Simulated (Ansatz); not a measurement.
The reference is ZnTe in the zinc blende structure (space group F-43m, No. 216; a = 6.179 Å). Axes: x, y, z lie along the cube axes.

Method: PBE (Ansatz, an electronic-structure program), no spin-orbit coupling.

Before the change:

The pressure is 0.00 GPa and the valence-band top at Γ comes out as 0.00, 0.00, 0.00 eV.

It is then changed as follows: compressive biaxial strain of 1.00 % in the plane normal to [111], as in epitaxy on a mismatched substrate; the out-of-plane cell vector and the atoms relax.

### Question
How does this affect the out-of-plane strain?

### Answer
The out-of-plane strain amounts to +0.57 %.

### Question
Predict the new pressure.

### Answer
The pressure (mean of the normal stresses, compression positive) goes from zero to 0.65 GPa.

### Question
Predict the new energy relative to the base.

### Answer
The energy grows by 1.8 meV/atom.

### Question
How does this affect the valence-band top at Γ?

### Answer
The valence-band top at Γ (three highest levels, from the VBM) changes from 0.00, 0.00, 0.00 eV to 0.00, 0.00, -0.10 eV.

With Te present, leaving out spin-orbit coupling can change the band edges. The levels and masses belong to the bands next to the band gap. Whether these cells are dynamically stable was not tested.
